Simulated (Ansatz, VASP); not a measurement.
## One calculation of AlCo, two programs

```
Al Co
1.0
     2.81940    0.00000    0.00000
     0.00000    2.81940    0.00000
     0.00000    0.00000    2.81940
Al Co
1 1
Cartesian
  0.0000 0.0000 0.0000
  1.4097 1.4097 1.4097
```

The cell is a database's computed one.

Alike in both runs: task relaxation of cell and atoms; functional PBEsol; k mesh 14 × 14 × 14; occupations gaussian, width 0.1 eV; no spin polarisation.

```csv
,VASP,Ansatz
version,VASP 6.6.1,Ansatz 0.2.0
potentials or method,"VASP PAW PBE potentials, release 64 (Al, Co)","scalar-relativistic, plane waves, PAW"
plane-wave cutoff (eV),600,420
valence electrons in the cell,12,20
```

|  | VASP | Ansatz | Ansatz less VASP |
| --- | --- | --- | --- |
| gap on the k mesh at the Fermi level, each at its own relaxed structure (eV) | none | none | - |
| relaxed volume (Å³/atom) | 11.25 | 11.24 | -0.001 |
| relaxed cell length with the largest relative difference (Å) | 2.823 | 2.823 | -0.0001 |

A gap of «none» marks a metal or a gap that the smearing closes. The two sets of potentials don't hold the same shells in valence.

Caveats: the PAW data sets were made with another functional, which shifts forces and pressure a little (VASP). Spin polarisation is off, so any magnetic state and its effect on volume and gap are missing.
